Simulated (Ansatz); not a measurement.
Forms of Be2Se3: one energy to predict

All numbers below come from DFT PBE, scalar-relativistic, plane waves, PAW in Ansatz. All cells share a 420 eV cutoff and Γ-centred k meshes spaced at most about 0.3 Å⁻¹ (about 0.25 or finer for metals, 2π included). No spin polarisation.

These are static total energies at zero pressure. Rows are sorted by volume; energies count from the lowest form computed. Coordination counts Se atoms around Be (those within 1.25 times the shortest such distance or 1.15 times the sum of covalent radii; a slash parts the counts of unlike sites).

```csv
row,form,source,atoms,coordination,V (Å³/atom),gap on mesh (eV),ΔE (meV/atom)
1,R3m,invented,5,Be 4/6,18.3,0,?
2,Imm2,invented,5,Be 4,19.2,0,30
3,Amm2,invented,5,Be 4,19.7,0,103
4,P-4m2,invented,5,Be 4,20.6,0,45
5,P1,invented,10,Be 4,20.9,1.01,0
```

The cell of row 1:

```yaml
crystal:
  lattice:
    - [1.77101, 1.02249, 8.40289]
    - [-1.77101, 1.02249, 8.40289]
    - [0.00000, -2.04498, 8.40289]
  atoms:
    - { symbol: Be, position: [0.14242, 0.14242, 0.14242] }
    - { symbol: Be, position: [0.61529, 0.61529, 0.61529] }
    - { symbol: Se, position: [0.23119, 0.23119, 0.23119] }
    - { symbol: Se, position: [0.78029, 0.78029, 0.78029] }
    - { symbol: Se, position: [0.00082, 0.00082, 0.00082] }
```

Q: Estimate the missing energy, and say where the row ranks.

A: 188 meV/atom, which puts it above row 3, the highest in the table. Counting Se atoms around Be, row 1 has Be 4/6 and the lowest form (row 5) has Be 4.

An observed structure of this formula, if there is one, may be missing.

Weakly bound directions are ill-defined at this level, which has no dispersion term (P1, R3m), and this can change margins and order among such cells. Kohn–Sham gaps at this level usually fall short of measured ones. Cells relaxed within their symmetry can be saddle points. Some candidate types were left out of the draw beforehand, so a known form may be missing.
